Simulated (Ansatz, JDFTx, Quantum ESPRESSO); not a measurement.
Ni: programs and potentials compared

```
Ni
1.0
     0.00000    1.73757    1.73757
     1.73757    0.00000    1.73757
     1.73757    1.73757    0.00000
Ni
1
Direct
  0.00000 0.00000 0.00000
```

Alike in all runs: task equation of state; functional LDA; k mesh 13 × 13 × 13; occupations fermi-dirac, width 0.05 eV; collinear spin, ferromagnetic start; no spin-orbit coupling. LDA stands for any of its common fits.

```json
{"program and potentials": "JDFTx, PseudoDojo-SR-LDA-0.4.1-standard", "plane-wave cutoff (eV)": "1333", "notes": "-", "equilibrium volume (Å³/atom)": "10.03", "bulk modulus (GPa)": "255.3"}
{"program and potentials": "Quantum ESPRESSO, PseudoDojo 0.4.1 SR LDA standard", "plane-wave cutoff (eV)": "1333", "notes": "moment up to 0.63 μB a cell", "equilibrium volume (Å³/atom)": "10.03", "bulk modulus (GPa)": "255.3"}
{"program and potentials": "Ansatz, all-electron LAPW, scalar-relativistic", "plane-wave cutoff (eV)": "-", "notes": "moment up to 0.63 μB a cell", "equilibrium volume (Å³/atom)": "10.03", "bulk modulus (GPa)": "256.6"}
```

All agree on the equilibrium volume. The bulk modulus spans 255.3 (JDFTx, PseudoDojo-SR-LDA-0.4.1-standard) to 256.6 GPa (Ansatz, all-electron LAPW, scalar-relativistic), with all-electron results at 256.6. For a metal such a mesh isn't converged, which the comparison doesn't need.

Differences between rows come from potentials, basis sets and numerical settings, since the functional is the same but for its coding. Runs on potential files found faulty are left out.

The two plane-wave codes give the same volume and bulk modulus with the same pseudopotential family, and the all-electron result is only marginally stiffer. The frozen core and pseudised 3d shell therefore cost almost nothing for the compression of nickel. Against experiment, however, all three rows give too small a volume and too high a bulk modulus. This shared error is the familiar LDA overbinding of late 3d metals, not a fault of the potentials. The two deviations are linked, since a contracted lattice has stronger d-d overlap and steeper repulsion, and so resists further compression more.

The moment of up to 0.63 μB reflects the few holes in the nearly full minority 3d band. Magnetic pressure is correspondingly weak in nickel, so the matching equation of state suggests, but doesn't prove, that the JDFTx run kept a similar moment. Agreement under uniform compression also says little about the shear constants, which depend more on the directional character of the d bonding.
